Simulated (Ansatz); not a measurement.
H started on a Mg site next to Mg started in the widest void in rocksalt MgO, 65 atoms, charge +1

All numbers come from Ansatz (PAW, plane waves, no spin–orbit coupling) at the single k point (¼, ¼, ¼) without its symmetry partners. The atoms were relaxed with PBEsol in a fixed cell; other functionals are single points on those atoms unless said otherwise. The valence top and gap of the host come from its small cell on a dense mesh, with the band extrema sought between the mesh points, lined up by the mean potential, PBEsol gap 4.62 eV, HSE06 gap 6.46 eV. The charge correction uses an assumed dielectric constant of 9.8.

Cell: a = 8.429 Å, b = 8.429 Å, c = 8.429 Å, α = 90.00°, β = 90.00°, γ = 90.00°.

Nearest atoms after relaxation, from the placed atom (for vacancies from the middle of the vacant sites): O at 0.99 Å, Mg at 1.93 Å, Mg at 1.93 Å, Mg at 1.93 Å, O at 2.17 Å, O at 2.17 Å, O at 2.18 Å, Mg at 2.62 Å.

Chemical potentials μ are those of reference phases of the elements at zero temperature by the same functional (the usual solids, diamond for C, grey Sn, and the molecules H2, N2, O2, F2, Cl2, Br2 and S8).

| functional | E(defect) − E(host) − Σ nμ + q·E_VBM (eV) | monopole (eV) | alignment (eV) | formation energy at E_F = VBM (eV) | moment (μB) | wall time, shared host |
| --- | --- | --- | --- | --- | --- | --- |
| PBEsol | -0.77 | 0.25 | -0.05 | -0.57 | 0 (no spin) | 18 s on NVIDIA H100 (relaxation) |
| HSE06 | -1.69 | 0.25 | -0.05 | -1.49 | 0 (no spin) | 14 s on NVIDIA H100 |

Problem. How does the monopole term follow by hand for this cubic cell?

Solution. q²·α·e²/(4πε₀)/(2εL) with the Madelung constant α = 2.837 and e²/4πε₀ = 14.40 eV·Å: 1 × 2.837 × 14.40 / (2 × 9.8 × 8.429) = 0.25 eV.

HSE06 one-electron levels near the gap (the ten most localised at most), from the host's valence top, not corrected for the charge's images:

| level (eV) | spin | filling | atoms sharing it | element of the atom with most weight |
| --- | --- | --- | --- | --- |
| -0.05 | both | 2.00 | 33.2 | spread |
| -0.03 | both | 2.00 | 33.8 | spread |

All elements are taken at their own reference at once; growth conditions in equilibrium with the host shift these energies, by up to the host's formation enthalpy.

One k point and a cell of this size can leave errors of several tenths of an eV in such numbers.
